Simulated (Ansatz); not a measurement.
`[AlH2][CH2][GeH3]` + `N=C(N)O` → `N=C(O)[NH][AlH2]` + `[CH3][GeH3]`  (ligand exchange at the Al–C bond)

Computed with Ansatz on PBE0-D4/def2-TZVP structures; ΔE is electronic, products minus reactants. CCSD(T)/CBS is the MP2 limit (def2-TZVPP, def2-QZVPP) plus CCSD(T) − MP2 in def2-TZVPP, frozen cores. Functionals use def2-TZVPP. B3LYP here is the variant with VWN-RPA as its local correlation; programs differ in this. For Ge outer-core shells are correlated without core-valence functions, which leaves a few kJ/mol of doubt a bond. Scalar relativity is left out up to krypton. One conformer a species, not always the lowest.

| level | ΔE (kcal/mol) | difference from CCSD(T)/CBS |
| --- | --- | --- |
| PBE-D4 | -23.1 | 1.5 |
| r2SCAN-D4 | -24.3 | 0.3 |
| PBE0-D4 | -23.2 | 1.4 |
| B3LYP-D4 | -25.1 | -0.5 |
| ωB97X-V | -24.4 | 0.2 |
| PBE | -23.0 | 1.6 |
| PBE0 | -23.1 | 1.5 |
| B3LYP | -24.9 | -0.3 |
| HF/def2-TZVPP | -25.7 | -1.1 |
| SCS-MP2/def2-TZVPP | -25.4 | -0.8 |
| CCSD/def2-TZVPP | -25.1 | -0.5 |
| CCSD(T)/def2-TZVPP | -25.0 | -0.4 |
| MP2/def2-QZVPP | -24.8 | -0.2 |
| SCS-MP2/def2-QZVPP | -25.2 | -0.6 |
| HF/CBS(def2) | -25.9 | -1.3 |
| MP2/CBS(def2) | -24.6 | 0.0 |
| CCSD(T)/CBS | -24.6 | 0 |

Largest T1 diagnostic among the species: 0.014.

CCSD(T)/CBS has its own doubt, a few kJ/mol and more with outer-core shells, so smaller differences from it don't rank the levels.
